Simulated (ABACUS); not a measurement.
# BN (F-43m) in ABACUS: equation of state

Aim: energy against volume of BN in PBE, for its equilibrium volume and stiffness.

All numbers are computed with ABACUS 3.10.1; they aren't measurements. Logs are shortened: lines on timing, memory, paths and dates and some standing lists are left out, and cuts for length are marked.

**The experiment to reproduce.**

“Effect of nanostructuration on compressibility of cubic BN”, 2012, arxiv:1208.3664 quotes, for a bulk crystal of BN at 300 K: bulk modulus 395 ± 2 GPa.

How close the calculation comes is told below.

## (1) The structure

Symmetry: F-43m, No. 216, cubic system. Conventional cell: a = 3.626 Å, b = 3.626 Å, c = 3.626 Å, α = 90.00°, β = 90.00°, γ = 90.00°. N (site symmetry -43m) is surrounded by 4 B at 1.57 Å. B (site symmetry -43m) has 4 N at 1.57 Å as nearest neighbours.

The cell is a database's computed one.

## (2) Equation of state, PBE, 5.60 Å³/atom (volume scaled by 0.94)

INPUT reads:

```
INPUT_PARAMETERS
suffix              BN
calculation         scf
basis_type          pw
pseudo_dir          ./
symmetry            1
dft_functional      pbe
ecutwfc             84
pseudo_rcut         10
nspin               1
nbands              8
ks_solver           dav
smearing_method     fd
smearing_sigma      0.00367493
scf_thr             1e-08
scf_nmax            100
mixing_type         broyden
mixing_beta         0.7
cal_force           1
cal_stress          1
kpar                4
```

STRU reads:

```
ATOMIC_SPECIES
N 14.0070 N.upf
B 10.8100 B.upf

LATTICE_CONSTANT
1.8897261246

LATTICE_VECTORS
0.0000000000 1.7759905947 1.7759905947
1.7759905947 0.0000000000 1.7759905947
1.7759905947 1.7759905947 0.0000000000

ATOMIC_POSITIONS
Direct

N
0.0
1
0.2500000000 0.2500000000 0.2500000000 1 1 1

B
0.0
1
0.0000000000 0.0000000000 0.0000000000 1 1 1
```

KPT reads:

```
K_POINTS
0
Gamma
13 13 13 0 0 0
```

Potentials or basis: PseudoDojo NC SR 0.4.1 PBE standard, plane waves.

Command:

```sh
$ OMP_NUM_THREADS=1 mpirun -np 4 abacus > log
```

running log:

```text
ABACUS v3.10.1

               Atomic-orbital Based Ab-initio Computation at UStc

 ------------------------------------------------------------------------------------

 READING GENERAL INFORMATION
                           global_out_dir = OUT.BN/
                           global_in_card = INPUT
                               pseudo_dir = ./
                              orbital_dir =
                                    DSIZE = 4
                                    GSIZE = 1

 READING UNITCELL INFORMATION
                                    ntype = 2
                  lattice constant (Bohr) = 1.88973
              lattice constant (Angstrom) = 1

 READING ATOM TYPE 1
                               atom label = N
                      L=0, number of zeta = 1
                      L=1, number of zeta = 1
                      L=2, number of zeta = 1
             number of atom for this type = 1

 READING ATOM TYPE 2
                               atom label = B
                      L=0, number of zeta = 1
                      L=1, number of zeta = 1
                      L=2, number of zeta = 1
             number of atom for this type = 1

                        TOTAL ATOM NUMBER = 2
DIRECT COORDINATES
    atom                   x                   y                   z     mag                  vx                  vy                  vz
taud_N1            0.2500000000        0.2500000000        0.2500000000  0.0000        0.0000000000        0.0000000000        0.0000000000
taud_B1            0.0000000000        0.0000000000        0.0000000000  0.0000        0.0000000000        0.0000000000        0.0000000000

                          Volume (Bohr^3) = 75.6047
                             Volume (A^3) = 11.2034

 Lattice vectors: (Cartesian coordinate: in unit of a_0)
                   +0            +1.77599            +1.77599
             +1.77599                  +0            +1.77599
             +1.77599            +1.77599                  +0
 Reciprocal vectors: (Cartesian coordinate: in unit of 2 pi/a_0)
            -0.281533           +0.281533           +0.281533
            +0.281533           -0.281533           +0.281533
            +0.281533           +0.281533           -0.281533
 The esolver type has been set to : ksdft_pw

                PAO radial cut off (Bohr) = 10

 Read in pseudopotential file is N.upf
                     pseudopotential type = NC
          exchange-correlation functional = PBE
                 nonlocal core correction = 1
                        valence electrons = 5
                                     lmax = 1
                           number of zeta = 2
                     number of projectors = 4
                           L of projector = 0
                           L of projector = 0
                           L of projector = 1
                           L of projector = 1
                PAO radial cut off (Bohr) = 10

 Read in pseudopotential file is B.upf
                     pseudopotential type = NC
          exchange-correlation functional = PBE
                 nonlocal core correction = 1
                        valence electrons = 3
                                     lmax = 1
                           number of zeta = 2
                     number of projectors = 4
                           L of projector = 0
                           L of projector = 0
                           L of projector = 1
                           L of projector = 1
     initial pseudo atomic orbital number = 8

 SETUP THE ELECTRONS NUMBER
             electron number of element N = 5
       total electron number of element N = 5
             electron number of element B = 3
       total electron number of element B = 3
            AUTOSET number of electrons:  = 8
                           occupied bands = 4
                                   NBANDS = 8
                                   NLOCAL = 18

 SETUP THE PLANE WAVE BASIS
 energy cutoff for charge/potential (unit:Ry) = 336
            fft grid for charge/potential = [ 27, 27, 27 ]
                        fft grid division = [ 1, 1, 1 ]
        big fft grid for charge/potential = [ 27, 27, 27 ]
                                     nbxx = 19683
                                     nrxx = 19683

 SETUP PLANE WAVES FOR CHARGE/POTENTIAL
                    number of plane waves = 7799
                         number of sticks = 511

 PARALLEL PW FOR CHARGE/POTENTIAL
     PROC   COLUMNS(POT)             PW
        1            511           7799
[... 41 lines left out ...]
                                       C4 = 0
                                       C6 = 0
                                       S1 = 6
                                       S3 = 0
                                       S4 = 6
                                       S6 = 0
                              POINT GROUP = T_d
                                       C2 = 3
                                       C3 = 8
                                       C4 = 0
                                       C6 = 0
                                       S1 = 6
                                       S3 = 0
                                       S4 = 6
                                       S6 = 0
               POINT GROUP IN SPACE GROUP = T_d

 SETUP K-POINTS
                                    nspin = 1
                   Input type of k points = Monkhorst-Pack(Gamma)
                                   nkstot = 2197
                       right hand lattice = 1
(for reciprocal lattice: )
                             BRAVAIS TYPE = 2
                     BRAVAIS LATTICE NAME = 02. Cubic I (body-centered)
                                    ibrav = 2
                       right hand lattice = 1
(for k-lattice: )
                             BRAVAIS TYPE = 2
                     BRAVAIS LATTICE NAME = 02. Cubic I (body-centered)
                                    ibrav = 2
                       right hand lattice = 1
                        ROTATION MATRICES = 48
                               nkstot_ibz = 84
K-POINTS REDUCTION ACCORDING TO SYMMETRY
     IBZ    DIRECT_X    DIRECT_Y    DIRECT_Z  WEIGHT  ibz2bz
       1  0.00000000  0.00000000  0.00000000  0.0005       0
       2  0.07692308  0.07692308  0.07692308  0.0036       1
       3  0.15384615  0.15384615  0.15384615  0.0036       2
       4  0.23076923  0.23076923  0.23076923  0.0036       3
       5  0.30769231  0.30769231  0.30769231  0.0036       4
       6  0.38461538  0.38461538  0.38461538  0.0036       5
[... 22 lines left out ...]
      29  0.30769231  0.15384615  0.15384615  0.0055      37
      30  0.23076923  0.23076923  0.00000000  0.0027      42
[... 54 further k points ...]

                               nkstot now = 84
[... K-POINTS DIRECT COORDINATES: 84 rows ...]

           k-point number in this process = 21
       minimum distributed K point number = 21
[... stars of the k points ...]

[... K-POINTS CARTESIAN COORDINATES: 21 rows ...]

[... K-POINTS DIRECT COORDINATES: 21 rows ...]

 SETUP PLANE WAVES FOR WAVE FUNCTIONS
     energy cutoff for wavefunc (unit:Ry) = 84
              fft grid for wave functions = [ 27, 27, 27 ]
                    number of plane waves = 1471
                         number of sticks = 169

 PARALLEL PW FOR WAVE FUNCTIONS
     PROC   COLUMNS(POT)             PW
        1            169           1471
 --------------- sum -------------------
        1            169           1471

 SETUP NONLOCAL PSEUDOPOTENTIALS IN PLANE WAVE BASIS
 N non-local projectors:
 projector 1 L=0
 projector 2 L=0
 projector 3 L=1
 projector 4 L=1
 B non-local projectors:
 projector 1 L=0
 projector 2 L=0
 projector 3 L=1
 projector 4 L=1
      TOTAL NUMBER OF NONLOCAL PROJECTORS = 16

 Init Non-Local PseudoPotential table :
 Init Non-Local-Pseudopotential done.

                                     npwx = 986

 Make real space PAO into reciprocal space.
       max mesh points in Pseudopotential = 1001
     dq(describe PAO in reciprocal space) = 0.01
                                    max q = 1104

 number of pseudo atomic orbitals for N is 2
WARNING: norm of atomic wavefunction # 2 of atomic type N is 0.999999, renormalized

 number of pseudo atomic orbitals for B is 2
WARNING: norm of atomic wavefunction # 2 of atomic type B is 0.999877, renormalized

 -------------------------------------------
 SELF-CONSISTENT
 -------------------------------------------
                                 init_chg = atomic

 PW ALGORITHM --------------- ION=   1  ELEC=   1--------------------------------

 Density error is 0.224027218227
                          Error Threshold = 0.01
----------------------------------------------------------
     Energy           Rydberg                 eV
----------------------------------------------------------
 E_KohnSham     -26.7470100682       -363.9117413912
 E_Harris       -25.7105859960       -349.8104684651
 E_Fermi        1.0610128797         14.4358208159
----------------------------------------------------------
[... 51 lines left out ...]
 Density error is 7.33867575209e-09
                          Error Threshold = 1.35685340067e-08
----------------------------------------------------------
     Energy           Rydberg                 eV
----------------------------------------------------------
 E_KohnSham     -26.8018820053       -364.6583123960
 E_KS(sigma->0) -26.8018820053       -364.6583123960
 E_Harris       -26.8018608223       -364.6580241861
 E_band         2.2828228400         31.0593981483
 E_one_elec     5.3459332661         72.7351535469
 E_Hartree      3.4854998293         47.4226580559
 E_xc           -8.8251942339        -120.0729275372
 E_Ewald        -26.8081208668       -364.7431964615
 E_entropy(-TS) -0.0000000000        -0.0000000000
 E_descf        0.0000000000         0.0000000000
 E_exx          0.0000000000         0.0000000000
 E_Fermi        0.9831562941         13.3765276242
----------------------------------------------------------

 charge density convergence is achieved
 final etot is -364.6583124 eV
 EFERMI = 13.376527624 eV

 STATE ENERGY(eV) AND OCCUPATIONS    NSPIN == 1
 1/21 kpoint (Cartesian) = 0.0000 0.0000 0.0000 (941 pws)
       1       -8.80161    0.000910332
       2        12.0192    0.000910332
       3        12.0192    0.000910332
       4        12.0192    0.000910332
       5        21.1550    2.49267e-71
       6        21.1550    2.49267e-71
       7        21.1550    2.49267e-71
       8        23.2590    1.32055e-89
[... 41 lines left out ...]
 6/21 kpoint (Cartesian) = 0.10828 0.10828 0.10828 (984 pws)
       1       -5.39682     0.00728266
       2        2.48931     0.00728266
       3        10.1673     0.00728266
       4        10.1673     0.00728266
       5        22.7875    1.31701e-84
       6        23.1087    2.13694e-87
       7        23.1087    2.13694e-87
       8        27.5211        0.00000

[... levels at 15 further k points ...]

------------------------------------------------------------------------------------------
 TOTAL-FORCE (eV/Angstrom)
------------------------------------------------------------------------------------------
                        N1         0.0000000000         0.0000000000         0.0000000000
                        B1         0.0000000000         0.0000000000         0.0000000000
------------------------------------------------------------------------------------------

----------------------------------------------------------------
 TOTAL-STRESS (KBAR)
----------------------------------------------------------------
       247.4448274690        -0.0000000000         0.0000000000
        -0.0000000000       247.4448274690         0.0000000000
        -0.0000000000         0.0000000000       247.4448274690
----------------------------------------------------------------
 TOTAL-PRESSURE: 247.444827 KBAR

 --------------------------------------------
 !FINAL_ETOT_IS -364.6583123959908903 eV
 --------------------------------------------
```

Wall time 5.8 s (4 MPI ranks of Intel Xeon Platinum 8259CL at 2.50GHz (Skylake/Cascade Lake), shared host); peak memory 0.2 GiB.

What came out:

```
Free energy            : -364.6583 eV
Pressure               : 24.7 GPa
Band gap on the k mesh : 4.68 eV, indirect (least direct gap 9.14 eV)
```

Caveat: an odd mesh through Γ misses points on the zone boundary, where band edges often lie.

## (3) Equation of state, PBE, 5.72 Å³/atom (volume scaled by 0.96)

INPUT is that of step 2.

STRU: that of step 2 with these lines changed.

```diff
@@ -8,5 +8,5 @@
 LATTICE_VECTORS
-0.0000000000 1.7759905947 1.7759905947
-1.7759905947 0.0000000000 1.7759905947
-1.7759905947 1.7759905947 0.0000000000
+0.0000000000 1.7884979828 1.7884979828
+1.7884979828 0.0000000000 1.7884979828
+1.7884979828 1.7884979828 0.0000000000
```

KPT is that of step 2.

Potentials or basis: PseudoDojo NC SR 0.4.1 PBE standard, plane waves.

Command:

```sh
$ OMP_NUM_THREADS=1 mpirun -np 4 abacus > log
```

It took 3.5 s on 4 MPI ranks of Intel Xeon Platinum 8259CL at 2.50GHz (Skylake/Cascade Lake), shared host; peak memory 0.2 GiB.

The run converged. Its results:

| Property | Result |
| --- | --- |
| Free energy | -364.6881 eV |
| Pressure | 15.4 GPa |
| Band gap on the k mesh | 4.65 eV, indirect (least direct gap 9.03 eV) |

Caveat: an odd mesh through Γ misses points on the zone boundary, where band edges often lie.

## (4) Equation of state, PBE, 5.84 Å³/atom (volume scaled by 0.98)

INPUT is that of step 3.

STRU: that of step 3 with these lines changed.

```diff
@@ -8,5 +8,5 @@
 LATTICE_VECTORS
-0.0000000000 1.7884979828 1.7884979828
-1.7884979828 0.0000000000 1.7884979828
-1.7884979828 1.7884979828 0.0000000000
+0.0000000000 1.8008328414 1.8008328414
+1.8008328414 0.0000000000 1.8008328414
+1.8008328414 1.8008328414 0.0000000000
```

KPT is that of step 3.

Command:

```sh
$ OMP_NUM_THREADS=1 mpirun -np 4 abacus > log
```

It took 5.9 s on 4 MPI ranks of Intel Xeon Platinum 8259CL at 2.50GHz (Skylake/Cascade Lake), shared host; peak memory 0.24 GiB.

The run converged. Its results:

```
Free energy            : -364.7046 eV
Pressure               : 6.9 GPa
Band gap on the k mesh : 4.62 eV, indirect (least direct gap 8.93 eV)
```

Caveat: an odd mesh through Γ misses points on the zone boundary, where band edges often lie.

## (5) Equation of state, PBE, 5.96 Å³/atom

INPUT is that of step 4.

STRU: that of step 4 with these lines changed.

```diff
@@ -8,5 +8,5 @@
 LATTICE_VECTORS
-0.0000000000 1.8008328414 1.8008328414
-1.8008328414 0.0000000000 1.8008328414
-1.8008328414 1.8008328414 0.0000000000
+0.0000000000 1.8130010000 1.8130010000
+1.8130010000 0.0000000000 1.8130010000
+1.8130010000 1.8130010000 0.0000000000
```

KPT is that of step 4.

Command:

```sh
$ OMP_NUM_THREADS=1 mpirun -np 4 abacus > log
```

It took 8.3 s on 4 MPI ranks of Intel Xeon Platinum 8259CL at 2.50GHz (Skylake/Cascade Lake), shared host; peak memory 0.24 GiB.

It converged, with:

| Property | Result |
| --- | --- |
| Free energy | -364.7091 eV |
| Pressure | -0.8 GPa |
| Band gap on the k mesh | 4.60 eV, indirect (least direct gap 8.83 eV) |

Caveat: an odd mesh through Γ misses points on the zone boundary, where band edges often lie.

## (6) Equation of state, PBE, 6.08 Å³/atom (volume scaled by 1.02)

INPUT is that of step 5.

STRU: that of step 5 with these lines changed.

```diff
@@ -8,5 +8,5 @@
 LATTICE_VECTORS
-0.0000000000 1.8130010000 1.8130010000
-1.8130010000 0.0000000000 1.8130010000
-1.8130010000 1.8130010000 0.0000000000
+0.0000000000 1.8250079791 1.8250079791
+1.8250079791 0.0000000000 1.8250079791
+1.8250079791 1.8250079791 0.0000000000
```

KPT is that of step 5.

Potentials or basis: PseudoDojo NC SR 0.4.1 PBE standard, plane waves.

Command:

```sh
$ OMP_NUM_THREADS=1 mpirun -np 4 abacus > log
```

Run time: 6.4 s. Hardware: 4 MPI ranks of Intel Xeon Platinum 8259CL at 2.50GHz (Skylake/Cascade Lake), shared host; peak memory 0.24 GiB.

It converged, with:

```yaml
Free_energy: -364.7026 eV
Pressure: -7.8 GPa
Band_gap_on_the_k_mesh: 4.57 eV, indirect (least direct gap 8.74 eV)
```

Caveat: an odd mesh through Γ misses points on the zone boundary, where band edges often lie.

## (7) Equation of state, PBE, 6.20 Å³/atom (volume scaled by 1.04)

INPUT is that of step 6.

STRU: that of step 6 with these lines changed.

```diff
@@ -8,5 +8,5 @@
 LATTICE_VECTORS
-0.0000000000 1.8250079791 1.8250079791
-1.8250079791 0.0000000000 1.8250079791
-1.8250079791 1.8250079791 0.0000000000
+0.0000000000 1.8368590123 1.8368590123
+1.8368590123 0.0000000000 1.8368590123
+1.8368590123 1.8368590123 0.0000000000
```

KPT is that of step 6.

Command:

```sh
$ OMP_NUM_THREADS=1 mpirun -np 4 abacus > log
```

It took 10 s on 4 MPI ranks of Intel Xeon Platinum 8259CL at 2.50GHz (Skylake/Cascade Lake), shared host; peak memory 0.24 GiB.

Results (log left out):

* Free energy: -364.6861 eV
* Pressure: -14.2 GPa
* Band gap on the k mesh: 4.54 eV, indirect (least direct gap 8.64 eV)

Caveat: an odd mesh through Γ misses points on the zone boundary, where band edges often lie.

## (8) Equation of state, PBE, 6.32 Å³/atom (volume scaled by 1.06)

INPUT is that of step 7.

STRU: that of step 7 with these lines changed.

```diff
@@ -8,5 +8,5 @@
 LATTICE_VECTORS
-0.0000000000 1.8368590123 1.8368590123
-1.8368590123 0.0000000000 1.8368590123
-1.8368590123 1.8368590123 0.0000000000
+0.0000000000 1.8485590667 1.8485590667
+1.8485590667 0.0000000000 1.8485590667
+1.8485590667 1.8485590667 0.0000000000
```

KPT is that of step 7.

Command:

```sh
$ OMP_NUM_THREADS=1 mpirun -np 4 abacus > log
```

It took 6.9 s on 4 MPI ranks of Intel Xeon Platinum 8259CL at 2.50GHz (Skylake/Cascade Lake), shared host; peak memory 0.24 GiB.

Results (log left out):

- Free energy: -364.6606 eV
- Pressure: -20.1 GPa
- Band gap on the k mesh: 4.52 eV, indirect (least direct gap 8.55 eV)

Caveat: an odd mesh through Γ misses points on the zone boundary, where band edges often lie.

## (9) Equation of state, PBE

Potentials or basis: PseudoDojo NC SR 0.4.1 PBE standard, plane waves.

This step only gathers the single runs of the series.

Results:

```yaml
Equilibrium_volume: 5.95 Å³/atom
Bulk_modulus: 371 GPa
Pressure_derivative_of_the_bulk_modulus: 3.7
```

Energy against volume, from the lowest point:
```
volume (Å³/atom)  energy (meV/atom)
           5.602              25.40
           5.721              10.51
           5.840               2.24
           5.959               0.00
           6.078               3.24
           6.198              11.48
           6.317              24.26
```

## (10) How close it comes

Step 9. Against the measured bulk modulus of BN, 395 GPa (300 K; quoted in “Effect of nanostructuration on compressibility of cubic BN”, 2012, arxiv:1208.3664), the calculated 371 GPa is off by -6.0 %. The fit is for a static lattice scaled at fixed shape and fixed fractional positions.
